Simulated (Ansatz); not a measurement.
ZrS₂ (P-3m1) from a database of computed structures, relaxed with r2SCAN+rVV10: space group P-3m1 (No. 164), trigonal; conventional cell a = 3.674 Å, c = 5.857 Å, 22.83 Å³ an atom. Zr has 6 S at 2.57 Å; S has 3 Zr at 2.57 Å. One-shot G0W0@PBE in the plane-wave code Ansatz on a 6×6×2 mesh (contour deformation, no spin-orbit coupling), from a PBE gap of 0.879 eV over the mesh points (the G0W0 gap is indirect on the mesh); the number N of bands summed and the screening cutoff rise together. Spin-unpolarised throughout; all numbers are computed.

```tsv
N	cutoff (eV)	1000/N	G0W0 gap (eV)
123	80	8.130	1.672
269	140	3.717	1.754
```

**Question.** Lay a straight line in 1000/N through these rows.

**Answer.** The slope is -0.0186 eV per unit of 1000/N and the intercept 1.823 eV.

**Question.** Predict the gap at N = 485 (210 eV).

**Answer.** 1.823 + (-0.0186) × 2.062 = 1.785 eV; the run gives 1.791 eV, +0.006 eV from the line.

**Question.** With that run's result added, what limit do the last two rows suggest?

**Answer.** Their slope is (1.791 − 1.754)/(2.062 − 3.717) = -0.0224, which meets 1/N = 0 at 1.84 eV, against 1.823 eV from the first line. The slope steepens, so 1/N isn't yet asymptotic and the true limit probably lies higher still; the k mesh isn't extrapolated.
